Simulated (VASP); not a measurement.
Write the native input for VASP 6.6.1 that does the following.

```yaml
Task: single point
Functional: LDA
Potentials_or_basis: VASP PAW LDA potentials, release 64 (Hf_pv)
Cutoff: 520 eV
k_mesh: 16 × 16 × 16
Occupations: gaussian, width 0.1 eV
Spin: no spin polarisation
Dipole_correction: no
Further_INCAR_settings: ALGO = Normal; EDIFF = 1e-06; NBANDS = 11
```

The structure of Hf lies in POSCAR:

```
Hf
1.0
    0.0000000000      2.1468066000      2.1468066000
    2.1468066000      0.0000000000      2.1468066000
    2.1468066000      2.1468066000      0.0000000000
Hf
1
Direct
    0.0000000000      0.0000000000      0.0000000000
```

This isn't the form of Hf at room conditions, which is hcp.

The cell isn't the ideal one: functional LDA, strained and moved within the space group.

One way to write it, as run:

INCAR

```
SYSTEM = Hf
PREC     = Accurate       ! precision mode
ENCUT    = 520            ! plane-wave cutoff, eV
EDIFF    = 1E-6           ! SCF threshold, eV
ISMEAR   = 0              ! smearing method
SIGMA    = 0.1            ! smearing width, eV
LREAL    = .FALSE.        ! projectors in reciprocal space
LASPH    = .TRUE.         ! aspherical terms in the spheres
NELM     = 60             ! most SCF steps
ALGO     = Normal         ! electronic algorithm
ISIF     = 2              ! what is computed and relaxed
LWAVE    = .FALSE.        ! write WAVECAR
LCHARG   = .FALSE.        ! write CHGCAR
GGA      = CA             ! functional
NBANDS   = 11             ! bands
```

KPOINTS

```
Automatic mesh
0
G
  16 16 16
  0 0 0
```

Potentials or basis: VASP PAW LDA potentials, release 64 (Hf_pv).

The run is started by

```console
$ cat potpaw_LDA.64/Hf_pv/POTCAR > POTCAR
$ mpirun -np 1 vasp_std > vasp.out
```

Results of the run:

The pressure is 5.8 GPa and the band gap on the k mesh is none (metal or under the smearing width).

It took 24 s on 1 thread of Intel(R) Xeon(R) Platinum 8488C (Sapphire Rapids) (shared host), peak memory 0.14 GiB.
